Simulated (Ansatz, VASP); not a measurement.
**Two plane-wave programs on TaN**

Contents of INCAR:

```
PREC     = Accurate       # precision mode
ENCUT    = 520            # plane-wave cutoff, eV
EDIFF    = 1E-6           # SCF threshold, eV
ISMEAR   = 0              # smearing method
SIGMA    = 0.02           # smearing width, eV
LREAL    = F              # projectors in reciprocal space
LASPH    = T              # aspherical terms in the spheres
NELM     = 80             # most SCF steps
ALGO     = Normal         # electronic algorithm
ISIF     = 2              # what is computed and relaxed
LWAVE    = F              # write WAVECAR
LCHARG   = F              # write CHGCAR
GGA      = PE             # functional
NBANDS   = 24             # bands
```

File KPOINTS:

```
Automatic mesh
0
Gamma
  15 15 8
```

POSCAR

```
TaN
1.0
    3.0500010905      0.0000000000      0.0000000000
   -1.5250005453      2.6413784260      0.0000000000
    0.0000000000      0.0000000000      4.9400000000
Ta N
2 2
Direct
    0.3333333333      0.6666666667      0.0000000000
    0.6666666667      0.3333333333      0.5000000000
    0.3333333333      0.6666666667      0.3850000000
    0.6666666667      0.3333333333      0.8850000000
```

Input for Ansatz:

```yaml
crystal:
  lattice:
    - [3.0500010905, 0.0, 0.0]
    - [-1.5250005453, 2.641378426, 0.0]
    - [0.0, 0.0, 4.94]
  atoms:
    - { symbol: Ta, position: [0.3333333333, 0.6666666667, 0.0] }
    - { symbol: Ta, position: [0.6666666667, 0.3333333333, 0.5] }
    - { symbol: "N", position: [0.3333333333, 0.6666666667, 0.385] }
    - { symbol: "N", position: [0.6666666667, 0.3333333333, 0.885] }
basis:
  ecutwfc: 420
kpoints:
  mp_grid: { grid: [15, 15, 8] }
hamiltonian:
  xc: pbe
scf:
  occupations: { method: gaussian, width: 0.02 }
output:
  forces: true
  stress: true
  eigenvalues: true
```

Alike in both runs: task single point; functional PBE; k mesh 15 × 15 × 8; occupations gaussian, width 0.02 eV; no spin polarisation.

|  | VASP | Ansatz |
| --- | --- | --- |
| version | VASP 6.6.1 | Ansatz 0.2.0 |
| potentials or method | VASP PAW PBE potentials, release 64 (Ta_pv, N) | scalar-relativistic, plane waves, PAW |
| plane-wave cutoff (eV) | 520 | 420 |
| valence electrons in the cell | 32 | 36 |

Ansatz gave:

* gap on the k mesh at the Fermi level (eV): none
* rms of the force components (eV/Å): 1.371

Which values does VASP return?

gap on the k mesh at the Fermi level (eV): none; rms of the force components (eV/Å): 1.391.

Atom by atom the forces differ by 0.020 eV/Å (rms over components). A gap of «none» marks a metal or a gap that the smearing closes. The functional is the same, so the differences come from potentials, cutoffs and numerics. The two sets of potentials don't hold the same shells in valence.

Caveats: forces of over 1 eV/Å show positions far from the minimum, so gaps and moduli don't describe the material at rest. The runs have no spin-orbit coupling, so splittings on Ta are missing.
